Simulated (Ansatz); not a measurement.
## A series in volume scale on Gd

All results are calculated (Ansatz 0.2.0). Periodic Kohn-Sham DFT of a crystal at fixed atoms, scaled to volume_scale times the given cell; pressure positive in compression, energy less spherical unpolarised free atoms, largest_vzz the field gradient of largest size among the nuclei.

The cell before it is scaled or strained (space group Im-3m, No. 229):
```
cell vectors (Å)
  -2.0230     2.0230     2.0230
   2.0230    -2.0230     2.0230
   2.0230     2.0230    -2.0230
atoms (fractions of the cell vectors)
Gd  0.00000  0.00000  0.00000
```

Settings of every row: method all-electron LAPW; functional PBE; relativity scalar; k mesh 13x13x13; filling fermi-dirac; smearing width 0.05 eV; basis error target 0.25 meV/atom; nucleus gaussian.

Atom:
```csv
element,start moment (bohr magneton)
Gd,7
```

Limits: no spin-orbit coupling on heavy atoms; open f shell, the state may not be the lowest; the cell comes from a prototype or a list of computed structures and needn't be the stable phase; with one magnetic atom in the cell only parallel moments are possible.

```csv
row,volume scale,V (Å³/atom),energy less free atoms (eV/atom),pressure (GPa),cell moment (bohr magneton)
1,0.9405,31.146,-14.0057,2.253,7.635
2,0.98,32.454,-14.0175,0.695,7.639
3,1,33.115,-14.0189,0.014,7.641
4,1.02,33.779,?,?,?
5,1.06,35.104,-14.0082,-1.665,7.651
```

Question: what energy less free atoms and pressure should row 4 give?

Worked fit of energy less free atoms. Take u = (V_r/V)^(2/3) − 1 with V_r = 32.785 Å³ an atom, which is twice the finite (Eulerian) strain; such expansions in the strain, on which the Birch-Murnaghan equation of state is built, carry the rest volume and the bulk modulus. The shown rows have u = 0.03478, 0.00679, -0.00665, -0.04454. Least squares give energy less free atoms = −14.01855 + 0.1055 × u + 7.586 × u² eV/atom; a straight line predicts inner rows, each left out in turn, worse (root mean square 0.0077 against 3.3e-05 eV/atom). All shown rows lie on it to the printed digit. The withheld row has u = -0.01972, so the fit gives −14.01855 + 0.1055 × (-0.01972) + 7.586 × (-0.01972)² = -14.0177 eV/atom.

The calculation gave -14.0177 eV/atom. The fit meets it to the printed digit.

Worked fit of pressure. Take u = (V_r/V)^(2/3) − 1 with V_r = 32.785 Å³ an atom, which is twice the finite (Eulerian) strain; such expansions in the strain, on which the Birch-Murnaghan equation of state is built, carry the rest volume and the bulk modulus. The shown rows have u = 0.03478, 0.00679, -0.00665, -0.04454. Least squares give pressure = 0.3454 + 50.592 × u + 122.43 × u² GPa; a straight line predicts inner rows, each left out in turn, worse (root mean square 0.12 against 0.00085 GPa). All shown rows lie on it to the printed digit. The withheld row has u = -0.01972, so the fit gives 0.3454 + 50.592 × (-0.01972) + 122.43 × (-0.01972)² = -0.605 GPa.

The calculation gave -0.602 GPa. The fit lies 0.003 GPa (0.077 % of the column's range) below it; its largest miss of a shown row is 0.000 GPa.

The other values of row 4: cell moment 7.644 bohr magneton.
